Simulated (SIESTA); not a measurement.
SnTe:

```
Te Sn
1.0
     0.00000    3.15085    3.15085
     3.15085    0.00000    3.15085
     3.15085    3.15085    0.00000
Te Sn
1 1
Direct
  0.50000 0.50000 0.50000
  0.00000 0.00000 0.00000
```

Base run:

```yaml
Program: SIESTA 5.4.2
Functional: PBE
Potentials_or_basis: PseudoDojo 0.4 standard (PBE files)
Basis: DZP (energy shift 0.002 Ry)
Grid_cutoff: 500 Ry
Energy_shift: 0.002 Ry
k_mesh: 7 × 7 × 7
Occupations: fermi-dirac, width 0.05 eV
Spin: no spin polarisation
```

Its results: pressure 3.6 GPa.

The run is repeated on the same cell with these changes: functional from PBE to PBEGcGxHEG; potentials or basis from PseudoDojo 0.4 standard (PBE files) to SG15 1.2 (PBE files) or PseudoDojo by element. What comes out?

Pressure 0.0 GPa.

Caveats: semicore shells carry a single zeta, which can move pressures by several GPa and volumes by a few percent; the basis of atomic orbitals isn't converged, which shifts pressures, moduli and gaps; the potentials were made for another functional, which shifts forces and pressure (some runs).
